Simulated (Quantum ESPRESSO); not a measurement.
Crystal: Cd.

```
CELL_PARAMETERS angstrom
-1.78432 1.78432 1.78432
1.78432 -1.78432 1.78432
1.78432 1.78432 -1.78432
ATOMIC_POSITIONS crystal
Cd 0.00000 0.00000 0.00000
```

This isn't the form of Cd at room conditions, which is hcp.

| Item | Value |
| --- | --- |
| Program | Quantum ESPRESSO 7.5 |
| Task | single point |
| Functional | PBE |
| Potentials or basis | SSSP 1.3 efficiency PBE |
| Cutoff | 816 eV |
| Density cutoff | 6531 eV |
| k mesh | 10 × 10 × 10 |
| Occupations | fermi-dirac, width 0.05 eV |
| Spin | no spin polarisation |

On this cell: pressure 1.0 GPa; band gap on the k mesh none (metal or under the smearing width).

The same run follows on a disturbed copy (cell strained at random at fixed volume):

```
Cd
1.0
    -1.81397    1.81561    1.82122
     1.80090   -1.81305    1.80560
     1.73307    1.73214   -1.81866
Cd
1
Direct
  0.99699 0.98496 0.01511
```

Problem. What changes?

Solution. The energy (extrapolated to zero smearing) moves by -2.7 meV/atom; pressure 1.0 GPa; band gap on the k mesh none (metal or under the smearing width).

Stress tensor (GPa, compression positive):
```
 0.98  0.21 -0.10
 0.21  1.02  0.07
-0.10  0.07  1.11
```

The energy falls, though the first cell shows no forces: that form is unstable against this distortion, unless noise or another electronic state is at work.
